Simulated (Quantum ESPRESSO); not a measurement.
Al:

```xyz
2
Lattice="0.0000 -2.0240 -2.0240 -2.0240 0.0000 -2.0240 2.0240 2.0240 -4.0480" Properties=species:S:1:pos:R:3 pbc="T T T"
Al   -0.0369   -0.1065   -3.9860
Al    0.0369   -1.9174   -2.0860
```

This isn't the form of Al at room conditions, which is fcc.

| Item | Value |
| --- | --- |
| Program | Quantum ESPRESSO 7.5 |
| Task | relaxation of the atoms |
| Functional | WC |
| Potentials or basis | GBRV 1.5 LDA |
| Cutoff | 612 eV |
| Density cutoff | 4898 eV |
| k mesh | 9 × 9 × 5 |
| Occupations | cold, width 0.1 eV |
| Spin | no spin polarisation |

At the start: volume 16.58 Å³/atom.

Where does the relaxation end?

Over 9 steps the energy falls by 66.7 meV/atom; space group Fm-3m (No. 225, to 0.05 Å).

The path:
| step | energy change (eV) | largest force (eV/Å) |
| --- | --- | --- |
| 1 | 0.0000 | 1.0927 |
| 2 | -0.0316 | 0.9325 |
| 3 | -0.1298 | 0.1357 |
| 4 | -0.1316 | 0.0552 |
| 5 | -0.1316 | 0.0524 |
| 6 | -0.1323 | 0.0505 |
| 7 | -0.1329 | 0.0514 |
| 8 | -0.1334 | 0.0318 |
| 9 | -0.1335 | 0.0093 |

Final structure:
```
Al
1.0
     0.00000   -2.02398   -2.02398
    -2.02398    0.00000   -2.02398
     2.02398    2.02398   -4.04796
Al
2
Direct
  0.49980 0.50029 0.49980
  0.00020 0.99971 0.00020
```

Caveat: the potentials were made for another functional, which shifts forces and pressure.
